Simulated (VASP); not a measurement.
# PbSe (Clausthalite) (Fm-3m) in VASP: further runs

One crystal, PbSe (Clausthalite), is run at these levels: PBEsol, r2SCAN; tasks: single point, relaxation of cell and atoms.

All numbers are computed with VASP 6.6.1; they aren't measurements. Logs are shortened: lines on timing, memory, paths and dates and some standing lists are left out, and cuts for length are marked.

**The experiment to reproduce.**

A printed reference work, monograph reports, for a bulk crystal of PbSe at 4.2 K: band gap 0.15 eV (direct).

The runs below are set against these values where they give the same quantity.

### Step 1. The crystal as given

The structure is cubic, space group Fm-3m (No. 225). The conventional cell has a = 6.121 Å, b = 6.121 Å, c = 6.121 Å, α = 90.00°, β = 90.00°, γ = 90.00°. Around Pb (site symmetry m-3m) lie 6 Se at 3.06 Å. Se (site symmetry m-3m) is surrounded by 6 Pb at 3.06 Å.

### Step 2. Single point, PBEsol

The input, INCAR:

```
ALGO     = Fast           # electronic algorithm
EDIFF    = 1E-6           # SCF threshold, eV
ENCUT    = 520            # plane-wave cutoff, eV
GGA      = PS             # functional
ISIF     = 2              # what is computed and relaxed
ISMEAR   = 0              # smearing method
KPAR     = 4            
LASPH    = True           # aspherical terms in the spheres
LCHARG   = False          # write CHGCAR
LREAL    = False          # projectors in reciprocal space
LWAVE    = False          # write WAVECAR
NELM     = 80             # most SCF steps
PREC     = Accurate       # precision mode
SIGMA    = 0.03           # smearing width, eV
```

The input, KPOINTS:

```
k-points
0
Gamma
  6 6 6
```

The input, POSCAR:

```
PbSe
1.0
    0.0000000000      3.0606500000      3.0606500000
    3.0606500000      0.0000000000      3.0606500000
    3.0606500000      3.0606500000      0.0000000000
Pb Se
1 1
Direct
    0.0000000000      0.0000000000      0.0000000000
    0.5000000000      0.5000000000      0.5000000000
```

Potentials or basis: VASP PAW PBE potentials, release 64 (Pb_d, Se).

Command:

```console
$ cat potpaw_PBE.64/Pb_d/POTCAR potpaw_PBE.64/Se/POTCAR > POTCAR
$ mpirun -np 4 vasp_std > vasp.out
```

OUTCAR:

```text
EDIFF = 1E-6
   ENCUT = 520
   GGA = PS
   ISIF = 2
   ISMEAR = 0
   LASPH = True
   LREAL = False
   NELM = 80
   PREC = Accurate

 ion  position               nearest neighbor table
   1  0.000  0.000  0.000-   2 3.06   2 3.06   2 3.06   2 3.06   2 3.06   2 3.06
   2  0.500  0.500  0.500-   1 3.06   1 3.06   1 3.06   1 3.06   1 3.06   1 3.06

  LATTYP: Found a face centered cubic cell.
 ALAT       =     6.1213000000

  Lattice vectors:

 A1 = (   0.0000000000,   3.0606500000,   3.0606500000)
 A2 = (   3.0606500000,   0.0000000000,   3.0606500000)
 A3 = (   3.0606500000,   3.0606500000,   0.0000000000)

Analysis of symmetry for initial positions (statically):
=====================================================================
 Subroutine PRICEL returns:
 Original cell was already a primitive cell.

 Routine SETGRP: Setting up the symmetry group for a
 face centered cubic supercell.

 Subroutine GETGRP returns: Found 48 space group operations
 (whereof 48 operations were pure point group operations)
 out of a pool of 48 trial point group operations.

The static configuration has the point symmetry O_h .

Analysis of symmetry for dynamics (positions and initial velocities):
=====================================================================
 Subroutine PRICEL returns:
 Original cell was already a primitive cell.

 Routine SETGRP: Setting up the symmetry group for a
 face centered cubic supercell.

 Subroutine GETGRP returns: Found 48 space group operations
 (whereof 48 operations were pure point group operations)
 out of a pool of 48 trial point group operations.

The dynamic configuration has the point symmetry O_h .

 Subroutine INISYM returns: Found 48 space group operations
 (whereof 48 operations are pure point group operations),
 and found     1 'primitive' translations

----------------------------------------------------------------------------------------

                                     Primitive cell

  volume of cell :      57.3418

  direct lattice vectors                    reciprocal lattice vectors
     0.000000000  3.060650000  3.060650000    -0.163363991  0.163363991  0.163363991
     3.060650000  0.000000000  3.060650000     0.163363991 -0.163363991  0.163363991
     3.060650000  3.060650000  0.000000000     0.163363991  0.163363991 -0.163363991

  length of vectors
     4.328412740  4.328412740  4.328412740     0.282954733  0.282954733  0.282954733

  position of ions in fractional coordinates (direct lattice)
     0.000000000  0.000000000  0.000000000
     0.500000000  0.500000000  0.500000000

  ion indices of the primitive-cell ions
   primitive index   ion index
                 1           1
                 2           2

----------------------------------------------------------------------------------------

 KPOINTS: k-points

Automatic generation of k-mesh.
 Grid dimensions read from file:
 generate k-points for:    6    6    6

 Generating k-lattice:

  Cartesian coordinates                     Fractional coordinates (reciprocal lattice)
    -0.027227332  0.027227332  0.027227332     0.166666667  0.000000000  0.000000000
     0.027227332 -0.027227332  0.027227332     0.000000000  0.166666667  0.000000000
     0.027227332  0.027227332 -0.027227332     0.000000000  0.000000000  0.166666667

  Length of vectors
     0.047159122  0.047159122  0.047159122

  Shift w.r.t. Gamma in fractional coordinates (k-lattice)
     0.000000000  0.000000000  0.000000000

 Subroutine IBZKPT returns following result:
 ===========================================

 Found     16 irreducible k-points:

 Following reciprocal coordinates:
            Coordinates               Weight
  0.000000  0.000000  0.000000      1.000000
  0.166667  0.000000  0.000000      8.000000
  0.333333  0.000000  0.000000      8.000000
  0.500000  0.000000  0.000000      4.000000
  0.166667  0.166667  0.000000      6.000000
  0.333333  0.166667  0.000000     24.000000
[... 8 lines left out ...]
 -0.333333  0.333333  0.166667     24.000000
 -0.333333  0.500000  0.166667     12.000000
   k-points           NKPTS =     16   k-points in BZ     NKDIM =     16   number of bands    NBANDS=     14
   number of dos      NEDOS =    301   number of ions     NIONS =      2
   total plane-waves  NPLWV =  32768
   dimension x,y,z NGX =    32 NGY =   32 NGZ =   32
   dimension x,y,z NGXF=    64 NGYF=   64 NGZF=   64
   ions per type =               1   1
   NGX,Y,Z   is equivalent  to a cutoff of  12.29, 12.29, 12.29 a.u.
   NGXF,Y,Z  is equivalent  to a cutoff of  24.58, 24.58, 24.58 a.u.
 SYSTEM =  unknown system
   PREC   = accura    normal or accurate (medium, high low for compatibility)
   ISTART =      0    job   : 0-new  1-cont  2-samecut
   ICHARG =      2    charge: 1-file 2-atom 10-const
   ISPIN  =      1    spin polarized calculation?
   LNONCOLLINEAR =      F non collinear calculations
   LSORBIT =      F    spin-orbit coupling
   LASPH  =      T    aspherical Exc in radial PAW
   ENCUT  =  520.0 eV  38.22 Ry    6.18 a.u.   8.05  8.05  8.05*2*pi/ulx,y,z
   NELM   =     80;   NELMIN=  2; NELMDL= -5     # of ELM steps
   EDIFF  = 0.1E-05   stopping-criterion for ELM
   LREAL  =      F    real-space projection
   EDIFFG = 0.1E-04   stopping-criterion for IOM
   NSW    =      0    number of steps for IOM
   IBRION =     -1    ionic relax: 0-MD 1-quasi-New 2-CG
   NFREE  =      0    steps in history (QN), initial steepest desc. (CG)
   ISIF   =      2    stress and relaxation
   ISYM   =      2    0-nonsym 1-usesym 2-fastsym
   POTIM  = 0.5000    time-step for ionic-motion
   TEBEG  =    0.0;   TEEND  =   0.0 temperature during run
   PSTRESS=    0.0 pullay stress
   NELECT =      20.0000    total number of electrons
   NUPDOWN=      -1.0000    fix difference up-down
   EMIN   =  10.00;   EMAX   =-10.00  energy-range for DOS
   EFERMI =   0.00;   METHOD = LEGACY
   ISMEAR =     0;   SIGMA  =   0.03  broadening in eV -4-tet -1-fermi 0-gaus
   EFERMI_NEDOS =   21; number of points for ismear=-14 and -15
   IALGO  =     68    algorithm
   IMIX   =      4    mixing-type and parameters
     AMIX     =   0.40;   BMIX     =  1.00
     AMIX_MAG =   1.60;   BMIX_MAG =  1.00
  volume/ion in A,a.u.               =      28.67       193.48
  Fermi-wavevector in a.u.,A,eV,Ry     =   1.152377  2.177676 18.068159  1.327972
  Thomas-Fermi vector in A             =   2.289028
   LORBIT       =      0    0 simple, 1 ext, 2 COOP (PROOUT), +10 PAW based schemes
   GGA     = PS    functional components
   LHFCALC =     F    Hartree Fock is set to
   AEXX    =    0.0000 exact exchange contribution
   IVDW    =     0    specifies the selected vdW correction
   LEPSILON=     F    determine dielectric tensor
   LRPA    =     F    only Hartree local field effects (RPA)
 non-spin polarized calculation
 RMM-DIIS sequential band-by-band and
 Gauss-broadening in eV      SIGMA  =   0.03
  energy-cutoff  :      520.00
  volume of cell :       57.34
 maximum number of plane-waves:      1572
   NGX = 17   NGY = 17   NGZ = 17

 number of electron      20.0000000 magnetization

 Free energy of the ion-electron system (eV)
  ---------------------------------------------------
  ext. energy  EPLUGINS =         0.00000000
  ---------------------------------------------------
  free energy    TOTEN  =        -8.92033463 eV

  energy without entropy =       -8.92033463  energy(sigma->0) =       -8.92033463

 E-fermi :   5.0097     XC(G=0):  -9.7201

 val. band max:        4.9076297531   @ k =   0.5000   0.0000   0.0000
 cond. band min:       5.1117728131   @ k =   0.5000   0.0000   0.0000
 fundamental gap:      0.2041430600
 Fermi energy:         5.0097008591

 k-point     1 :       0.0000    0.0000    0.0000
  band No.  band energies     occupation
      1     -11.8344      2.00000
      2     -11.8344      2.00000
      3     -11.8344      2.00000
      4     -11.8329      2.00000
      5     -11.8329      2.00000
      6      -8.6988      2.00000
      7      -1.4220      2.00000
      8       3.0375      2.00000
      9       3.0375      2.00000
     10       3.0375      2.00000
     11       9.5875      0.00000
     12       9.5875      0.00000
     13       9.5875      0.00000
     14      11.3581      0.00000

 k-point     2 :       0.1667    0.0000    0.0000
  band No.  band energies     occupation
      1     -11.8395      2.00000
      2     -11.8395      2.00000
      3     -11.8335      2.00000
      4     -11.8258      2.00000
      5     -11.8258      2.00000
      6      -8.4902      2.00000
      7      -2.0774      2.00000
      8       3.1103      2.00000
      9       3.1103      2.00000
     10       3.4806      2.00000
     11       7.9815      0.00000
     12       8.5325      0.00000
     13       8.5325      0.00000
     14      11.1218      0.00000

 k-point     3 :       0.3333    0.0000    0.0000
  band No.  band energies     occupation
      1     -11.8519      2.00000
      2     -11.8519      2.00000
      3     -11.8321      2.00000
      4     -11.8089      2.00000
      5     -11.8089      2.00000
      6      -7.9718      2.00000
      7      -3.2867      2.00000
      8       3.3084      2.00000
      9       3.3084      2.00000
     10       4.2187      2.00000
     11       6.1880      0.00000
     12       7.1480      0.00000
     13       7.1480      0.00000
     14      11.8793      0.00000

 k-point     4 :       0.5000    0.0000    0.0000
  band No.  band energies     occupation
      1     -11.8581      2.00000
      2     -11.8581      2.00000
      3     -11.8316      2.00000
      4     -11.8004      2.00000
      5     -11.8004      2.00000
      6      -7.6225      2.00000
      7      -3.9236      2.00000
      8       3.4495      2.00000
      9       3.4495      2.00000
     10       4.9076      2.00000
     11       5.1118      0.00000
     12       6.5616      0.00000
     13       6.5616      0.00000
     14      13.3204      0.00000

 k-point     5 :       0.1667    0.1667    0.0000
  band No.  band energies     occupation
      1     -11.8529      2.00000
      2     -11.8391      2.00000
      3     -11.8281      2.00000
      4     -11.8235      2.00000
      5     -11.8235      2.00000
      6      -8.4153      2.00000
      7      -2.1016      2.00000
      8       2.6549      2.00000
      9       2.6549      2.00000
     10       4.0817      2.00000
     11       6.8679      0.00000
[... 140 lines left out ...]
 k-point    14 :       0.5000    0.3333    0.1667
  band No.  band energies     occupation
      1     -11.9002      2.00000
      2     -11.8359      2.00000
      3     -11.8349      2.00000
      4     -11.8060      2.00000
      5     -11.8010      2.00000
      6      -7.5704      2.00000
      7      -3.1934      2.00000
      8       1.4406      2.00000
      9       1.9275      2.00000
     10       3.5813      2.00000
     11       7.0880      0.00000
     12       8.6047      0.00000
     13       9.1951      0.00000
     14      11.2666      0.00000

 k-point    15 :      -0.3333    0.3333    0.1667
  band No.  band energies     occupation
      1     -11.9097      2.00000
      2     -11.8396      2.00000
      3     -11.8214      2.00000
      4     -11.8179      2.00000
      5     -11.7943      2.00000
      6      -7.3235      2.00000
      7      -3.3871      2.00000
      8       1.1046      2.00000
      9       1.3211      2.00000
     10       4.0959      2.00000
     11       6.4884      0.00000
     12       9.1588      0.00000
     13       9.5420      0.00000
     14      12.4983      0.00000

 k-point    16 :      -0.3333    0.5000    0.1667
  band No.  band energies     occupation
      1     -11.9385      2.00000
      2     -11.8378      2.00000
      3     -11.8271      2.00000
      4     -11.8055      2.00000
      5     -11.7886      2.00000
      6      -7.2242      2.00000
      7      -2.9973      2.00000
      8       0.2465      2.00000
      9       1.1101      2.00000
     10       3.2722      2.00000
     11       7.8257      0.00000
     12       9.2080      0.00000
     13      10.3540      0.00000
     14      11.4150      0.00000

------------------------ aborting loop because EDIFF is reached ----------------------------------------

  FORCE on cell =-STRESS in cart. coord.  units (eV):
  Direction    XX          YY          ZZ          XY          YZ          ZX
  --------------------------------------------------------------------------------------
  -------------------------------------------------------------------------------------
  Total       -0.1955052     -0.1955052     -0.1955052      0.0000000      0.0000000      0.0000000
  in kB       -5.4625813     -5.4625813     -5.4625813      0.0000000      0.0000000      0.0000000
  external PRESSURE =      -5.4625813 kB  Pullay stress =       0.0000000 kB

 VOLUME and BASIS-vectors are now :
 -----------------------------------------------------------------------------
  energy-cutoff  :      520.00
  volume of cell :       57.34
      direct lattice vectors                 reciprocal lattice vectors
     0.000000000  3.060650000  3.060650000    -0.163363991  0.163363991  0.163363991
     3.060650000  0.000000000  3.060650000     0.163363991 -0.163363991  0.163363991
     3.060650000  3.060650000  0.000000000     0.163363991  0.163363991 -0.163363991

 POSITION                                       TOTAL-FORCE (eV/Angst)
 -----------------------------------------------------------------------------------
      0.00000      0.00000      0.00000        -0.000000      0.000000      0.000000
      3.06065      3.06065      3.06065         0.000000     -0.000000     -0.000000
 -----------------------------------------------------------------------------------
    total drift:                                0.000000     -0.000000     -0.000000

  FREE ENERGIE OF THE ION-ELECTRON SYSTEM (eV)
  ---------------------------------------------------
  free  energy   TOTEN  =        -8.9203346313 eV

  energy  without entropy=       -8.9203346254  energy(sigma->0) =       -8.92033463
```

Wall time 4 s (4 MPI ranks of Intel Xeon Platinum 8488C (Sapphire Rapids), shared host); peak memory 0.17 GiB.

Results:

```yaml
Free_energy: -8.9203 eV
Pressure: -0.5 GPa
Band_gap_on_the_k_mesh: 0.20 eV, direct
```

Levels at points of the mesh, in eV from the valence-band top:
```
           k point  band 6  band 7  band 8  band 9  band 10  band 11  band 12  band 13  band 14
(0.00, 0.00, 0.00)  -13.61   -6.33   -1.87   -1.87    -1.87     4.68     4.68     4.68     6.45
(0.50, 0.00, 0.00)  -12.53   -8.83   -1.46   -1.46     0.00     0.20     1.65     1.65     8.41
(0.50, 0.50, 0.00)  -12.15   -7.41   -5.02   -3.25    -3.25     3.58     5.59     5.59     6.01
```

Caveat: the PAW data sets were made with another functional, which shifts forces and pressure a little; spin-orbit coupling is left out, which as a rule narrows the gap of such compounds by several tenths of an eV.

[end of part 1 of 2]
